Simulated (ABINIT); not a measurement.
Wanted: the native input for an ABINIT 10.8.3 (patched build) run.

- Task: band structure
- Functional: r2SCAN
- Potentials or basis: PseudoDojo NC SR PBE v0.4.1 standard
- Cutoff: 1252 eV
- k mesh: 10 × 10 × 8
- Occupations: fermi-dirac, width 0.05 eV
- Spin: no spin polarisation

The system is HfB2.

```xyz
3
Lattice="3.1400 0.0000 0.0000 -1.5700 2.7193 0.0000 0.0000 0.0000 3.4800" Properties=species:S:1:pos:R:3 pbc="T T T"
Hf    0.0000    0.0000    0.0000
B     1.5700    0.9064    1.7400
B     0.0000    1.8129    1.7400
```

One way to write it, as run:

run.abi

```
ndtset 2

pp_dirpath "./"
pseudos "Hf.upf, B.upf"

acell 3*1.0
rprim
     5.9337400313     0.0000000000     0.0000000000
    -2.9668700157     5.1387696066     0.0000000000
     0.0000000000     0.0000000000     6.5762469137
ntypat 2
znucl 72 5
natom 3
typat 1 2 2
xred
     0.0000000000     0.0000000000     0.0000000000
     0.6666666667     0.3333333333     0.5000000000
     0.3333333333     0.6666666667     0.5000000000

ecut 1251.723767 eV

ixc -497498
usekden 1
nc_xccc_gspace 1
boxcutmin 3.0

occopt 3
tsmear 0.05 eV

nstep 100

iomode 3
prtwf 0
prteig 0
prtebands 0
enunit 1
prtden1 1
prtkden1 1
prtvha1 1
prtvclmb1 1
prtpot1 1

kptopt1 1
ngkpt1 10 10 8
nshiftk1 1
shiftk1 0.0 0.0 0.0
nband1 13
tolvrs1 1.0e-9

iscf2 -2
getden2 1
getkden2 1
nband2 19
nbdbuf2 4
tolwfr2 1.0e-11
kptopt2 -7
ndivsm2 8
prteig2 1
kptbounds2
     0.0000000000     0.0000000000     0.0000000000
     0.5000000000     0.0000000000     0.0000000000
     0.3333333333     0.3333333333     0.0000000000
     0.0000000000     0.0000000000     0.0000000000
     0.0000000000     0.0000000000     0.5000000000
     0.5000000000     0.0000000000     0.5000000000
     0.3333333333     0.3333333333     0.5000000000
     0.0000000000     0.0000000000     0.5000000000
```

Potentials or basis: PseudoDojo NC SR PBE v0.4.1 standard.

Launch:

```console
$ mpirun --bind-to none -np 4 abinit run.abi > log 2>&1
```

It gave:

- Pressure: -0.6 GPa
- Band gap on the k mesh: none (metal or under the smearing width)
- Valence electrons inside the program's atomic spheres: Hf 8.53; B 2.71

Caveat: a meta-GGA on potentials with a model core is unreliable; the potentials were made for another functional, which shifts forces and pressure; spin-orbit coupling is left out, which moves the levels of the heavy elements.

It took 3 min on 4 MPI ranks on AMD EPYC 9R45 96-Core Processor (Zen 5), on a shared host, peak memory 0.68 GiB a rank.
